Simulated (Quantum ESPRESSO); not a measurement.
# NaF (Villiaumite) in Quantum ESPRESSO: the effect of functional

Crystal: NaF (Villiaumite).

```
CELL_PARAMETERS angstrom
0.00000 2.32000 2.32000
2.32000 0.00000 2.32000
2.32000 2.32000 0.00000
ATOMIC_POSITIONS crystal
Na 0.00000 0.00000 0.00000
F 0.50000 0.50000 0.50000
```

Alike in all runs:

| Property | Result |
| --- | --- |
| Program | Quantum ESPRESSO 7.5 |
| Task | phonons |
| Cutoff | 612 eV |
| Density cutoff | 4898 eV |
| k mesh | 6 × 6 × 6, shifted |
| Occupations | fermi-dirac, width 0.05 eV |
| Spin | no spin polarisation |

Each run relaxes the cell or the atoms first.

```csv
functional,potentials or basis,relaxed volume (Å³/atom),dielectric constant (mean),highest phonon frequency (cm⁻¹)
LDA,GBRV 1.5 LDA,11.57,1.93,277
PBE,GBRV 1.5 PBE,13.10,1.86,227
PBEsol,GBRV 1.5 PBEsol,12.53,1.89,242
revPBE,GBRV 1.5 PBE,13.90,1.82,202
WC,GBRV 1.5 PBE,?,?,?
AM05,GBRV 1.5 PBE,12.94,1.87,225
vdW-DF-cx,GBRV 1.5 PBE,13.02,1.85,236
```

**Question.** What does the run with functional WC give?

**Answer.** Relaxed volume 12.67 Å³/atom; dielectric constant 1.89 mean; highest phonon frequency 236 cm⁻¹.

Caveats: the potentials were made for another functional, which shifts forces and pressure (some runs).
